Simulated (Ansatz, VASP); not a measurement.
Two plane-wave programs on Bi2H

```
Bi H
1.0
     4.27902    0.00000    0.00000
    -2.13951    3.70574    0.00000
     0.00000    0.00000   17.24715
Bi H
2 1
Direct
  0.33333 0.66667 0.33322
  0.66667 0.33333 0.23192
  0.55556 0.11111 0.39678
```

Alike in both runs: functional PBE; dispersion D3(BJ); k mesh 6 × 6 × 1; occupations gaussian, width 0.05 eV; collinear spin.

Ansatz relaxed the structure, and its values are those at the end. VASP's run is a single point on that final structure, the one shown.

```csv
,VASP,Ansatz
version,VASP 6.6.1,Ansatz 0.2.0
potentials or method,"VASP PAW PBE potentials, release 64 (Bi_d, H)","scalar-relativistic, plane waves, PAW"
plane-wave cutoff (eV),520,420
valence electrons in the cell,31,31
```

```csv
,VASP,Ansatz,Ansatz less VASP
gap on the k mesh at the Fermi level (eV),none,none,-
rms of the force components (eV/Å),0.437,0.437,+0.0008
net moment per atom (μB),0.07,0.07,+0.001
size of the moment on the site where the two differ most (μB),0.03,0.04,+0.017
```

Site moments also hang on the region over which each program counts them. A gap of «none» marks a metal or a gap that the smearing closes. Ansatz warned: «seeded_moment_not_kept».

Caveats: spin-orbit coupling is left out, which moves the levels of the heavy elements.
